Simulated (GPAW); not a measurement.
# Cu: relaxation of cell and atoms with PBEsol

Cu:

```
Cu
1.0
    -1.44279    1.44279    1.37608
     1.44279   -1.44279    1.37608
     1.44279    1.44279   -1.37608
Cu
1
Direct
  0.00000 0.00000 0.00000
```

This isn't the form of Cu at room conditions, which is fcc.

```json
{
 "Program": "GPAW 26.7.0",
 "Task": "relaxation of cell and atoms",
 "Functional": "PBEsol",
 "Potentials or basis": "PAW data sets generated in the run's folder for this functional",
 "Cutoff": "600 eV",
 "Basis": "pw",
 "k mesh": "13 × 13 × 13",
 "Occupations": "fermi-dirac, width 0.05 eV",
 "Spin": "no spin polarisation",
 "Maxiter": "150",
 "Optimizer": "BFGS",
 "Fmax": "0.02 eV/Å",
 "Max steps": "60",
 "Convergence": "density=1e-05 forces=0.0001"
}
```

- Relaxed volume: 11.50 Å³/atom
- Relaxed cell: a = 2.464 Å, b = 2.464 Å, c = 2.464 Å, α = 108.22°, β = 108.22°, γ = 112.01°
- Space group after relaxing (to 0.05 Å): I4/mmm (No. 139)
- Energy gained by relaxing: 0.1 meV/atom
- Ionic steps: 3
- Pressure after relaxing: 0.0 GPa
- Band gap on the k mesh: none (metal or under the smearing width)

The path:
```tsv
step	energy change (eV)	largest force (eV/Å)	pressure (GPa)	volume (Å³)
1	0.0000	0.0000	0.65	11.46
2	-0.0001	0.0000	0.33	11.48
3	-0.0001	0.0000	0.00	11.50
```

Final structure:
```cif
data_structure
_symmetry_space_group_name_H-M 'P 1'
_symmetry_Int_Tables_number 1
_cell_length_a 2.4644
_cell_length_b 2.4644
_cell_length_c 2.4644
_cell_angle_alpha 108.216
_cell_angle_beta 108.216
_cell_angle_gamma 112.012
_cell_volume 11.50
loop_
_atom_site_label
_atom_site_type_symbol
_atom_site_fract_x
_atom_site_fract_y
_atom_site_fract_z
_atom_site_occupancy
Cu1 Cu 0.00000 0.00000 0.00000 1
```

Levels at points of the mesh, in eV from the Fermi level:
| k point | band 2 | band 3 | band 4 | band 5 | band 6 | band 7 | band 8 | band 9 | band 10 |
| --- | --- | --- | --- | --- | --- | --- | --- | --- | --- |
| (0.00, 0.00, 0.00) | -3.24 | -3.04 | -3.04 | -2.18 | -1.97 | 25.35 | 25.35 | 26.63 | 28.87 |

Wall time 67 s on 1 thread of Intel(R) Xeon(R) Platinum 8259CL CPU @ 2.50GHz (Skylake/Cascade Lake), with other jobs on the host, peak memory 0.17 GiB.

Caveat: with this Cu data set, volumes or pressures lay over 1.5 % or 2 GPa off other programs in two to four cells of ten; later steps reuse the first step's grids.
